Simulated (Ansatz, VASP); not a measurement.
# One calculation of ScAlN2, two programs

```
Sc Al N
1.0
     3.30887    0.00000    0.00000
    -1.65443    2.86556    0.00000
     0.00000    0.00000    5.92583
Sc Al N
1 1 2
Direct
  0.33333 0.66667 0.00000
  0.66667 0.33333 0.50000
  0.66667 0.33333 0.20558
  0.66667 0.33333 0.79442
```

Alike in both runs: functional PBE; k mesh 12 × 12 × 6; occupations gaussian, width 0.01 eV; no spin polarisation.

Ansatz relaxed the structure, and its values are those at the end. VASP's run is a single point on that final structure, the one shown.

|  | VASP | Ansatz |
| --- | --- | --- |
| version | VASP 6.6.1 | Ansatz 0.2.0 |
| potentials or method | VASP PAW PBE potentials, release 64 (Sc_sv, Al, N) | scalar-relativistic, plane waves, PAW |
| plane-wave cutoff (eV) | 520 | 420 |
| valence electrons in the cell | 24 | 24 |

|  | VASP | Ansatz | Ansatz less VASP |
| --- | --- | --- | --- |
| gap on the k mesh at the Fermi level (eV) | 0.06 | 0.06 | +0.006 |
| least direct gap on the mesh (eV) | 0.11 | 0.11 | +0.006 |
| pressure (GPa) | 0.4 | 0.0 | -0.37 |
| rms of the force components (eV/Å) | 0.010 | 0.000 | -0.0094 |

The functional is the same, so the differences come from potentials, cutoffs and numerics.
